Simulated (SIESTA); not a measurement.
In:

```
In
1.0
    -1.62547    1.62547    2.47370
     1.62547   -1.62547    2.47370
     1.62547    1.62547   -2.47370
In
1
Cartesian
  0.0000 0.0000 0.0000
```

* Program: SIESTA 5.4.2
* Task: single point
* Functional: PBE
* Potentials or basis: PseudoDojo 0.4 standard (PBE files)
* Basis: DZP (energy shift 0.002 Ry; radii capped at 9.5 bohr)
* Grid cutoff: 500 Ry
* Energy shift: 0.002 Ry
* k mesh: 11 × 11 × 11
* Occupations: fermi-dirac, width 0.05 eV
* Spin: no spin polarisation

On this cell: pressure 2.6 GPa; band gap on the k mesh none (metal or under the smearing width).

The same run follows on a disturbed copy (cell strained at random at fixed volume):

```
In
1.0
    -1.64299    1.57678    2.43209
     1.65802   -1.63180    2.47812
     1.65199    1.64080   -2.46824
In
1
Direct
  0.99147 0.00315 0.99997
```

What does the disturbed cell give?

The energy (extrapolated to zero smearing) moves by +1.2 meV/atom; pressure 2.6 GPa; band gap on the k mesh none (metal or under the smearing width).

Stress tensor (GPa, compression positive):
```
 2.37 -0.02 -0.04
-0.02  3.73  0.33
-0.04  0.33  1.74
```

Caveats: semicore shells carry a single zeta, which can move pressures by several GPa and volumes by a few percent; the basis of atomic orbitals isn't converged, which shifts pressures, moduli and gaps.
